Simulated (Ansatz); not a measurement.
## One input, then a changed one: WS2

First run: DFT, PBEsol, PAW with Ansatz's default frozen-core files, scalar-relativistic (Ansatz 0.2.0).

Command: `ansatz run input.yaml --threads 1 --pin off --max-ram 3072MiB --backend cpu --events-out ev --progress --plain --runs-dir out` It took 46 s on 1 thread of Arm Neoverse V1, with other jobs on the host, peak memory 0.61 GiB.

```yaml
crystal:
  lattice:
    - [1.579, 0.9116360751, 6.1633333333]
    - [-1.579, 0.9116360751, 6.1633333333]
    - [0.0, -1.8232721501, 6.1633333333]
  atoms:
    - { symbol: W, position: [-0.022509, 0.007491, 0.007491] }
    - { symbol: S, position: [0.272209, 0.242209, 0.242209] }
    - { symbol: S, position: [0.419, 0.419, 0.419] }
kpoints:
  mp_grid: { grid: [11, 11, 11] }
scf:
  occupations: { method: fermi_dirac, width: 0.05 }
hamiltonian:
  xc: pbesol
  pseudopotentials: { kind: paw }
output:
  forces: true
  stress: true
  eigenvalues: true
  efg: { contact_densities: true }
  populations: true
```

The cell is entry 9012192 of the Crystallography Open Database, unrelaxed.

This run: one bond, the shortest of the undistorted cell, set to 2.247 Å.

It converges in 8 SCF iterations at a pressure of 3.34 GPa, largest force 3.794 eV/Å, cutoff 420 eV.

A second input differs as follows:

```diff
-  atoms:
+  ATOMS:
   occupations: { method: fermi_dirac, width: 0.05 }
+  max_iter: 60
 hamiltonian:
```

Q: What is wrong with it, and what does the program do?

A: The change was made to test a misspelt key. The run is refused before any iteration. The log ends:
```
Error: YAML parse error: error: line 6 column 3: unknown field `ATOMS`, expected one of checkpoint, saddle_side, structure_sha256, lattice, periodic, space_group, setting, atoms, reduce_to_primitive, conventional_axes, supercell, defects, symmetry, host
 --> <input>:6:3
  |
4 |     - [-1.579, 0.9116360751, 6.1633333333]
5 |     - [0.0, -1.8232721501, 6.1633333333]
6 |   ATOMS:
  |   ^ unknown field `ATOMS`, expected one of checkpoint, saddle_side, structure_sha256, lattice, periodic, space_group, setting, atoms, reduce_to_primitive, conventional_axes, supercell, defects, symmetry, host
7 |     - { symbol: W, position: [-0.022509, 0.007491, 0.007491] }
8 |     - { symbol: S, position: [0.272209, 0.242209, 0.242209] }
  |
```
